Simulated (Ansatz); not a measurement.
Runs of Ansatz 0.2.0 on Eu. Symmetry: Im-3m, No. 229, cubic system. The conventional cell has a = 4.606 Å, b = 4.606 Å, c = 4.606 Å, α = 90.00°, β = 90.00°, γ = 90.00°. Eu (site symmetry m-3m) has 8 Eu at 3.99 Å as nearest neighbours. 

| level | U | gap on the mesh (eV) | pressure (GPa) | moment (μB) |
| --- | --- | --- | --- | --- |
| PBEsol+U | Eu f U = 2 eV | none | -1.9 | 7.36 |
| PBEsol | - | none | -2.5 | 7.37 |
| PBEsol+U | Eu f U = 4 eV | none | (b) | 7.37 |
| PBEsol+U | Eu f U = 6 eV | none | (a) | 7.37 |
| PBEsol+U | Eu f U = 8 eV | none | -1.1 | 7.37 |

Alike in all rows: task density of states; potentials or basis all-electron LAPW, scalar-relativistic; spin collinear, ferromagnetic start; cell as given; k mesh 8 × 8 × 8; cutoff (eV) 157; smearing fermi-dirac 0.05 eV; basis error allowed 0.001 eV/atom.

Question: Estimate the missing entries.

Answer: (a) -1.3; (b) -1.5.

Caveats: an open f shell can end in a state above the lowest; spin-orbit coupling is left out, which moves the levels of the heavy elements; the magnetic state may not be the lowest (some runs); U is the effective U less J, on atomic orbitals that reach past the spheres (some runs).

A k mesh can miss the band edges, and the runs leave out spin-orbit coupling on Eu.

A gap of «none» marks a metal or a gap under the smearing width.
